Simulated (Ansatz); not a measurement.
¹⁷O NMR of the central transition in SiO₂

Cell: a computed structure from the Materials Project (it need not be an observed phase).

Space group Cmce (No. 64); a = 9.0163, b = 10.2546, c = 8.9927 Å.

```
site  Wyckoff  site symmetry       x       y       z
  Si      16g              1  0.1731  0.8662  0.9095
  O9       8d            2..  0.8078  0.0000  0.0000
 O10       8e            .2.  0.7500  0.1179  0.2500
 O12       8f            m..  0.5000  0.1669  0.3870
 O17       8c             -1  0.2500  0.2500  0.0000
```

One atom of each set is listed; the run and its k-mesh use a cell of 24 atoms with edges of 6.83, 6.83, 8.99 Å.

All values are calculated (Ansatz; DFT, PBE, plane waves and PAW, scalar-relativistic, 420 eV cutoff, Γ-centred 3×3×3 k-points, Fermi–Dirac smearing 0.02 eV), not measured.

¹⁷O has I = 5/2 and Q = -25.58 mb (Pyykkö 2018); at 11.7 T its Larmor frequency is ν₀ = 67.6 MHz. Only the quadrupole interaction is simulated: positions count from each site's isotropic chemical shift, and J coupling is left out, as are shift anisotropy and dipolar coupling, which fast spinning averages.

(1) What does the ¹⁷O spectrum (fast magic-angle spinning) show for each site?

Results:

(1) 

```tsv
site	first shell	C_Q (MHz)	η	P_Q (MHz)	δ_QIS (ppm)	breadth (kHz)
O9	2 Si at 1.60 Å, angle 168°	-6.23	0.03	6.23	-51.0	7.46
O10	2 Si at 1.60 Å, angle 168°	-6.29	0.03	6.29	-52.0	7.60
O12	2 Si at 1.61 Å, angle 152°	-5.93	0.12	5.94	-46.5	6.97
O17	2 Si at 1.60 Å, angle 180°	-6.36	0.01	6.36	-53.2	7.74
```

δ_QIS = −(ν_Q²/30ν₀²)[I(I+1) − 3/4](1 + η²/3) × 10⁶ ppm with ν_Q = 3|C_Q|/[2I(2I−1)]; it falls as 1/B₀² in ppm, and the breadth as 1/B₀ in kHz.

At O9, O10 and O17 V_zz points along the line of its two bonds (within 1°) in each case. At O12 V_zz runs parallel to the line that joins its two neighbours (within 1°).

The largest force is 0.3 eV/Å, so the atoms aren't at the calculated equilibrium and relaxing them would move these values.
